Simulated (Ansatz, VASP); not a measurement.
## MgO in VASP and in Ansatz

```
Mg O
1.0
     3.45908    0.00000    0.00000
    -1.72954    2.99565    0.00000
     0.00000    0.00000    4.08266
Mg O
2 2
Direct
  0.66667 0.33333 0.75000
  0.33333 0.66667 0.25000
  0.66667 0.33333 0.25000
  0.33333 0.66667 0.75000
```

Alike in both runs: task single point; functional PBE; k mesh 9 × 9 × 6; occupations gaussian, width 0.02 eV; no spin polarisation.

```csv
,VASP,Ansatz
version,VASP 6.6.1,Ansatz 0.2.0
potentials or method,"VASP PAW PBE potentials, release 64 (Mg, O)","scalar-relativistic, plane waves, PAW"
plane-wave cutoff (eV),520,420
valence electrons in the cell,16,32
```

|  | VASP | Ansatz | Ansatz less VASP |
| --- | --- | --- | --- |
| gap on the k mesh at the Fermi level (eV) | 3.65 | 3.67 | +0.017 |
| least direct gap on the mesh (eV) | 3.65 | 3.67 | +0.017 |
| pressure (GPa) | 10.2 | 10.7 | +0.50 |
| largest component of the traceless stress (GPa) | 3.40 | 3.49 | +0.084 |

The two sets of potentials don't hold the same shells in valence.
